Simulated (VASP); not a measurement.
Here is a VASP 6.6.1 calculation.

Contents of INCAR:

```
ALGO = Fast
EDIFF = 1E-6
ENCUT = 520
ISIF = 2
ISMEAR = 0
LASPH = True
LCHARG = False
LREAL = False
LWAVE = False
NBANDS = 56
NELM = 100
PREC = Accurate
SIGMA = 0.02
```

The input KPOINTS:

```
k-points
0
Gamma
  6 6 6
```

Contents of POSCAR:

```
HfO2
1.0
    5.0478509186      0.0000000000     -0.0110541210
    0.0000000000      5.1393828873      0.0000000000
   -0.8581901513      0.0000000000      5.1459004905
Hf O
4 8
Direct
    0.2777707009      0.0427854223      0.2082945212
    0.7222292991      0.5427854223      0.2917054788
    0.7222292991      0.9572145777      0.7917054788
    0.2777707009      0.4572145777      0.7082945212
    0.4463219950      0.7584646867      0.4812213444
    0.5536780050      0.2584646867      0.0187786556
    0.5536780050      0.2415353133      0.5187786556
    0.4463219950      0.7415353133      0.9812213444
    0.0727036567      0.3404447043      0.3381171786
    0.9272963433      0.8404447043      0.1618828214
    0.9272963433      0.6595552957      0.6618828214
    0.0727036567      0.1595552957      0.8381171786
```

Potentials or basis: VASP PAW LDA potentials, release 64 (Hf_pv, O).

Run with:

```console
$ cat potpaw_LDA.64/Hf_pv/POTCAR potpaw_LDA.64/O/POTCAR > POTCAR
$ mpirun -np 1 vasp_std > vasp.out
```

Question: What does it give for the largest force?

Answer: 0.054 eV/Å.

Question: Predict the pressure.

Answer: -2.5 GPa.

Forces in eV/Å, atoms in the order of the input:
```
Hf  -0.024  0.006 -0.048
Hf   0.024  0.006  0.048
Hf   0.024 -0.006  0.048
Hf  -0.024 -0.006 -0.048
O    0.036 -0.002  0.003
O   -0.036 -0.002 -0.003
O   -0.036  0.002 -0.003
O    0.036  0.002  0.003
O    0.003 -0.005  0.037
O   -0.003 -0.005 -0.037
O   -0.003  0.005 -0.037
O    0.003  0.005  0.037
```
